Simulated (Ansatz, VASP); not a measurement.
**Two plane-wave programs on InPd**

The input run.py:

```python
from ase.calculators.vasp import Vasp
from ase.dft.bandgap import bandgap
from ase.io import read

atoms = read('POSCAR')
calc = Vasp(
    directory='calc',
    xc='pbe',
    pp='PBE',
    setups='recommended',
    prec='Accurate',
    encut=520,
    ediff=1e-06,
    ismear=0,
    sigma=0.1,
    lreal=False,
    lasph=True,
    nelm=80,
    algo='Fast',
    isif=2,
    lwave=False,
    lcharg=False,
    kpts=[8, 8, 8],
    gamma=True,
)
atoms.calc = calc

print('energy (eV):', atoms.get_potential_energy())
print('free energy (eV):', atoms.get_potential_energy(force_consistent=True))
print('forces (eV/A):')
print(atoms.get_forces())
print('stress (eV/A^3, Voigt):', atoms.get_stress())
print('Fermi level (eV):', calc.get_fermi_level())
gap, top, bottom = bandgap(calc)
print('band gap (eV):', gap, 'from (spin, k, band)', top, 'to', bottom)
```

Contents of POSCAR:

```
InPd
1.0
    3.2718847800      0.0000000000      0.0000000000
    0.0000000000      3.2718847800      0.0000000000
    0.0000000000      0.0000000000      3.2718847800
In Pd
1 1
Direct
    0.0000000000      0.0000000000      0.0000000000
    0.5000000000      0.5000000000      0.5000000000
```

The input input.yaml:

```yaml
crystal:
  lattice:
    - [3.27188478, 0.0, 0.0]
    - [0.0, 3.27188478, 0.0]
    - [0.0, 0.0, 3.27188478]
  atoms:
    - { symbol: In, position: [0.0, 0.0, 0.0] }
    - { symbol: Pd, position: [0.5, 0.5, 0.5] }
hamiltonian:
  xc: pbe
  pseudopotentials: { kind: paw }
kpoints:
  mp_grid: { grid: [8, 8, 8] }
scf:
  occupations: { method: gaussian, width: 0.1 }
output:
  forces: true
  stress: true
  eigenvalues: true
  write_density: true
  write_potential: true
  elf: true
  volumetric_format: npy
```

The cell comes from a database or a generator and needn't be the stable form of this composition.

Alike in both runs: task single point; functional PBE; k mesh 8 × 8 × 8; occupations gaussian, width 0.1 eV; no spin polarisation.

|  | VASP | Ansatz |
| --- | --- | --- |
| version | VASP 6.6.1 | Ansatz 0.2.0 |
| potentials or method | VASP PAW PBE potentials, release 64 (In_d, Pd) | Ansatz PAW |
| plane-wave cutoff (eV) | 520 | 420 |
| valence electrons in the cell | 23 | 31 |

```csv
,VASP,Ansatz,Ansatz less VASP
gap on the k mesh at the Fermi level (eV),none,none,-
pressure (GPa),3.8,3.6,-0.21
```

A gap of «none» marks a metal or a gap that the smearing closes. With one functional, cell and mesh, what is left measures potentials, basis and numerics. The two sets of potentials don't hold the same shells in valence.
